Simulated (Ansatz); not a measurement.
# Nb (P-1) in Ansatz: reference runs

Aim: a first look at Nb with PBE, on the cell as given.

Everything below comes from runs of Ansatz 0.2.0. Logs are shortened: lines on timing, memory, paths and dates and some standing lists are left out, and cuts for length are marked.

## 1. The cell of the first run

The typed cell holds 2 atoms: a = 3.328 Å, b = 3.328 Å, c = 3.328 Å, α = 90.00°, β = 90.00°, γ = 90.00°.

This isn't the form of Nb at room conditions, which is bcc.

## 2. Single point, PBE (all atoms moved at random, sigma 0.15 Å a component)

File input.yaml:

```yaml
crystal:
  lattice:
    - [0.0, -3.3279, 0.0]
    - [-3.3279, 0.0, 0.0]
    - [0.0, 0.0, -3.3279]
  atoms:
    - { symbol: Nb, position: [0.44519644, 0.48831352, 0.4704438] }
    - { symbol: Nb, position: [0.05480356, 0.01168648, 0.0295562] }
hamiltonian:
  xc: pbe
  pseudopotentials: { kind: paw }
kpoints:
  mp_grid: { grid: [8, 8, 8] }
scf:
  occupations: { method: fermi_dirac, width: 0.05 }
output:
  forces: true
  stress: true
  eigenvalues: true
```

Potentials or basis: Ansatz PAW.

Launch:

```bash
ansatz run input.yaml --threads 1 --pin off --max-ram 2560MiB --backend cpu --events-out ev --progress --plain --runs-dir out
```

The program printed:

```text
Warning: RAYON_NUM_THREADS=1 ignored (pool sized by the plan → 1); use --threads N
Engine: ansatz 0.2.0, aarch64-unknown-linux-gnu
Pseudopotentials: kind: paw
Pseudopotential: Nb, paw, valence charge 13, recommended cutoff 420 eV (normal), Nb.paw.azcp
Functional definition: PBE
  parameter kappa = 0.804
  parameter beta = 0.06672455060314922
  exchange = pbe_x(kappa = kappa, mu = beta*pi^2/3)
  correlation = pbe_c(beta = beta)
Crystal: 2 atoms, lattice volume = 36.856 Å³
Basis set: ecut = 420 eV, 739 PW (Γ), exchange–correlation on 48×48×48 points (8 copies of the dense FFT grid, shifted against one another)
Bands: 17, of which v1, the nominal top of the filled ones, is band 13 counted from 1 (12 counted from 0)
Symmetry: 2 space group operations
Space group: P-1 (ITA 2), of the structure as read, at distance tolerance 3.3e-5 Å
k-points: 260 of 512
Non-local potential: Nb, projectors of the file, l = 0: 3, l = 1: 2, l = 2: 2, l = 3: 1
PAW form: soft (Blöchl's): semilocal exchange-correlation on the pseudo side does not see the compensation charge
PAW one-centre angular grid: Nb, 590 points (default); XC on 64 Gauss nodes
Initial density: superposition of atomic densities (neutral atoms: chi_scale 0, normalization atom), corrected by the library's trained network
Initial wavefunctions: pseudopotential atomic-orbital guess
Functional: x = pbe(κ = 0.804, μ = 0.2195149727645171), c = pbe(β = 0.06672455060314922)
SCF iter   1: F=—  HF=-9103.939264 eV  |F-HF|=—  |Δ(HF+E_count)|=         —  Δρ=4.56e-3  dr2=6.28e-3  ethr=1.77e-3  ⟨swp⟩=5.5  Hψ=20150  notcnv=0
preconditioner: auto → none  [metal: Δε(μ)=0.008 eV  Ē_g=4.135 eV  σ=0.050 eV  W_gap=0.04  n_scr=6 (ndim 8)  ℏωp=19.3 eV  f_vac=0.000  D(μ)=3.14/eV (n_scr^D=32)  sad-step TF]
SCF iter   2: F=—  HF=-9103.938059 eV  |F-HF|=—  |Δ(HF+E_count)|=   1.21e-3  Δρ=2.50e-3  dr2=1.94e-3  ethr=2.42e-5  ⟨swp⟩=1.3  Hψ=6801  notcnv=0
SCF iter   3: F=—  HF=-9103.937764 eV  |F-HF|=—  |Δ(HF+E_count)|=   2.94e-4  Δρ=2.87e-4  dr2=3.53e-5  ethr=7.46e-6  ⟨swp⟩=2.0  Hψ=5735  notcnv=0
SCF iter   4: F=—  HF=-9103.937759 eV  |F-HF|=—  |Δ(HF+E_count)|=   5.69e-6  Δρ=9.62e-5  dr2=4.92e-6  ethr=1.36e-7  ⟨swp⟩=2.0  Hψ=7195  notcnv=0
SCF iter   5: F=—  HF=-9103.937757 eV  |F-HF|=—  |Δ(HF+E_count)|=   1.37e-6  Δρ=2.84e-5  dr2=1.51e-7  ethr=1.89e-8  ⟨swp⟩=2.0  Hψ=6882  notcnv=0
SCF iter   6: F=-9103.937757 eV  HF=-9103.937757 eV  |F-HF|=5.88e-9  |Δ(HF+E_count)|=   1.88e-9  Δρ=6.33e-6  dr2=1.16e-8  ethr=3.85e-10  ⟨swp⟩=4.5  Hψ=14896  notcnv=0
SCF 1 converged in 6 iterations: F = -9103.937757 eV  dr2 = 1.16e-8
SCF converged after 6 iterations
Free energy (F): -9103.937757 eV
Harris-Foulkes:  -9103.937757 eV  (|F-HF|=5.88e-9)
Internal energy: -9103.912874 eV  (E = F + TS)
E sigma→0 (E₀):  -9103.925316 eV
Entropy (-TS):   -0.024883 eV (-12.442 meV/atom)
Fermi energy:    17.370785 eV
--- Per-component energies (eV) ---
  E_band       = -147.434559
  E_kinetic    = 792.112912
  E_local      = -1465.211048  (includes V_loc(G=0)·N_el)
  E_nonlocal   = 241.251865
  E_hartree    = 463.539317
  E_xc         = -351.568489
  E_vxc        = -426.578737  (∫ρ·V_xc dr)
  E_paw        = -6147.390131  (= ΣΔE_a)
  E_vpaw       = -216.084566  (= ΣTr[D̂ρ^β])
  E_aug_tail   = 0.000014  (compensation charges beyond the density's cutoff)
  E_ewald      = -2636.647315
  E_smearing   = -0.024883  (= −TS)
  E_closure    = 0.000000  (closes the sum)
  Σ components = -9103.937757   (vs F -9103.937757, Δ=0.00e0)
--- Forces (eV/Å), atoms counted from 1 ---
  atom   1  Nb    -0.62600303    -2.41859077    -1.57139697
  atom   2  Nb     0.62600303     2.41859077     1.57139697
  max |Σ_I F_I| component: 0.00e0 eV/Å
--- Stress (GPa, compression-positive) ---
        8.153757      -0.046098      -0.300510
       -0.046099      -0.468353       0.142939
       -0.300511       0.142939       6.305698
  P = ⅓ Tr σ = 4.6637 GPa (46.637 kbar)
--- Band table (eV; the first three rows and the last of 260) ---
  k-point 0: bands = ["-37.1018", "-36.5520", "-13.5412", "-13.3937", "-13.1616", "-12.5154", "-12.2858", "-12.1707", "11.5333", "13.4526", "13.9725", "17.0606", "18.0415", "18.0888", "19.4021", "20.6800", "21.7028"]
  k-point 1: bands = ["-37.0832", "-36.5666", "-13.5334", "-13.3735", "-13.1596", "-12.5317", "-12.3294", "-12.2079", "11.8452", "13.6695", "14.1148", "17.0298", "18.0335", "18.1145", "18.9376", "20.5102", "21.4987"]
  k-point 2: bands = ["-37.0327", "-36.6071", "-13.5256", "-13.3000", "-13.1559", "-12.5912", "-12.4286", "-12.2948", "12.7018", "14.1086", "14.6017", "16.9993", "17.5739", "18.1439", "18.4184", "20.6549", "20.7673"]
  k-point 259: bands = ["-36.7947", "-36.7575", "-13.7618", "-13.6064", "-13.1361", "-12.9498", "-12.4788", "-12.3593", "15.7459", "15.8044", "16.1701", "16.3488", "16.9698", "17.1561", "21.1198", "21.1355", "21.2828"]
```

It took 12 s on 1 thread of Arm Neoverse N1, shared host; peak memory 0.39 GiB.

Results:

```
Free energy            : -9103.9378 eV
Pressure               : 4.7 GPa
Largest force          : 2.951 eV/Å
Band gap on the k mesh : none (metal or under the smearing width)
```

Forces in eV/Å, atoms in the order of the input:
```
Nb  -0.626 -2.419 -1.571
Nb   0.626  2.419  1.571
```

Stress tensor (GPa, compression positive):
```
 8.15 -0.05 -0.30
-0.05 -0.47  0.14
-0.30  0.14  6.31
```

Levels at points of the mesh, in eV from the Fermi level:
```tsv
k point	band 10	band 11	band 12	band 13	band 14	band 15	band 16	band 17
(0.00, 0.00, 0.00)	-3.92	-3.40	-0.31	0.67	0.72	2.03	3.31	4.33
(0.00, 0.00, -0.50)	-2.48	-2.42	-1.34	-0.04	0.24	1.84	2.53	2.86
(0.00, -0.50, 0.00)	-2.50	-2.26	-1.84	0.13	0.25	2.15	2.45	3.30
(0.00, -0.50, -0.50)	-3.48	-1.24	-1.19	1.72	1.99	2.74	3.33	3.60
(-0.50, 0.00, 0.00)	-2.63	-2.31	-0.24	0.13	0.49	0.97	1.86	2.07
(-0.50, 0.00, -0.50)	-3.70	-1.78	-1.69	1.49	1.96	3.14	3.39	4.19
(-0.50, -0.50, 0.00)	-3.66	-1.62	-1.57	1.55	1.74	3.37	3.69	3.86
(-0.50, -0.50, -0.50)	-1.57	-1.20	-1.02	-0.40	-0.21	3.75	3.76	3.91
```

Caveat: forces of over 1 eV/Å show positions far from the minimum, so gaps and moduli don't describe the material at rest.
